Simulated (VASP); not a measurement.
Crystal: Ga2O3.

```
Ga O
1.0
     6.10700   -1.51855    0.00000
     6.10700    1.51855    0.00000
    -1.38599    0.00000    5.63001
Ga O
4 6
Direct
  0.09050 0.09050 0.79460
  0.90950 0.90950 0.20540
  0.65866 0.65866 0.31402
  0.34134 0.34134 0.68598
  0.16450 0.16450 0.10980
  0.83550 0.83550 0.89020
  0.17330 0.17330 0.56320
  0.82670 0.82670 0.43680
  0.49590 0.49590 0.25660
  0.50410 0.50410 0.74340
```

| Item | Value |
| --- | --- |
| Program | VASP 6.6.1 |
| Task | relaxation of cell and atoms |
| Functional | PBE |
| Potentials or basis | VASP PAW PBE potentials, release 64 (Ga_d, O) |
| Cutoff | 600 eV |
| k mesh | 6 × 6 × 6 |
| Occupations | fermi-dirac, width 0.05 eV |
| Spin | no spin polarisation |

At the start: pressure 9.9 GPa; volume 10.44 Å³/atom.

How do energy, volume and symmetry change on relaxing?

Over 16 steps the energy falls by 16.0 meV/atom and the volume is 10.99 Å³/atom (+5.3 %); space group C2/m (No. 12, to 0.05 Å).

Step by step:
```
step  energy change (eV)  largest force (eV/Å)  pressure (GPa)  volume (Å³)
   1              0.0000                0.2441            9.92       104.42
   2             -0.0377                0.3990           -7.12       114.51
   3             -0.1563                0.1607            0.05       109.62
   4             -0.1563                0.1548            0.23       109.52
   5             -0.1585                0.0703            0.16       109.70
   6             -0.1586                0.0506            0.12       109.67
   7             -0.1592                0.0355           -0.03       109.82
   8             -0.1592                0.0354           -0.05       109.85
   9             -0.1595                0.0236           -0.06       109.86
  10             -0.1596                0.0238           -0.07       109.87
  11             -0.1596                0.0260           -0.03       109.87
  12             -0.1597                0.0226            0.03       109.85
  13             -0.1597                0.0205            0.00       109.85
  14             -0.1598                0.0166            0.08       109.84
  15             -0.1598                0.0168            0.07       109.83
  16             -0.1599                0.0086           -0.06       109.91
```

Final structure:
```
Ga O
1.0
     6.22938   -1.54333    0.01148
     6.22938    1.54333    0.01148
    -1.40318    0.00000    5.71357
Ga O
4 6
Direct
  0.09007 0.09007 0.79489
  0.90993 0.90993 0.20511
  0.65842 0.65842 0.31405
  0.34158 0.34158 0.68595
  0.16387 0.16387 0.10917
  0.83613 0.83613 0.89083
  0.17354 0.17354 0.56401
  0.82646 0.82646 0.43599
  0.49591 0.49591 0.25617
  0.50409 0.50409 0.74383
```
